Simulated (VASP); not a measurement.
Input of a VASP 6.6.1 run:

Contents of POSCAR:

```
Ge
1.0
    0.0000000000      2.8290000000      2.8290000000
    2.8290000000      0.0000000000      2.8290000000
    2.8290000000      2.8290000000      0.0000000000
Ge
2
Direct
    0.0000000000      0.0000000000      0.0000000000
    0.2500000000      0.2500000000      0.2500000000
```

INCAR.step1

```
PREC = Accurate
ENCUT = 600
EDIFF = 1E-8
ISMEAR = -1
SIGMA = 0.03
LREAL = False
LASPH = True
NELM = 80
ALGO = Normal
ISIF = 3
LWAVE = False
LCHARG = False
GGA = PE
NELECT = 27.94294
IBRION = 2
NSW = 40
EDIFFG = -0.002
```

Contents of INCAR.step2:

```
PREC = Accurate
ENCUT = 600
EDIFF = 1E-8
ISMEAR = -1
SIGMA = 0.03
LREAL = False
LASPH = True
NELM = 80
ALGO = Normal
ISIF = 2
LWAVE = False
LCHARG = False
GGA = PE
NELECT = 27.94294
IBRION = 8
NSW = 1
```

File KPOINTS:

```
regular mesh
0
Gamma
  14 14 14
```

Potentials or basis: VASP PAW PBE potentials, release 64 (Ge_d).

Launch:

```console
$ cat potpaw_PBE.64/Ge_d/POTCAR > POTCAR
$ cp INCAR.step1 INCAR
$ mpirun -np 1 vasp_std > vasp.out
$ cp CONTCAR POSCAR
$ cp INCAR.step2 INCAR
$ mpirun -np 1 vasp_std > vasp.out
```

Q: Predict the highest phonon frequency at Γ.

A: 270 cm⁻¹.

Q: What does it give for the space group after relaxing (to 0.05 Å)?

A: Fd-3m (No. 227).

Q: What does it give for the relaxed cell?

A: a = 4.034 Å, b = 4.034 Å, c = 4.034 Å, α = 60.00°, β = 60.00°, γ = 60.00°.

Q: What does it give for the relaxed volume?

A: 23.21 Å³/atom.

Phonon frequencies in cm⁻¹ (negative: imaginary):
| q point | frequencies |
| --- | --- |
| (0.000, 0.000, 0.000) | 0 0 0 270 270 270 |

Caveat: the cell is charged against a uniform background, so pressure and absolute levels hang on convention.
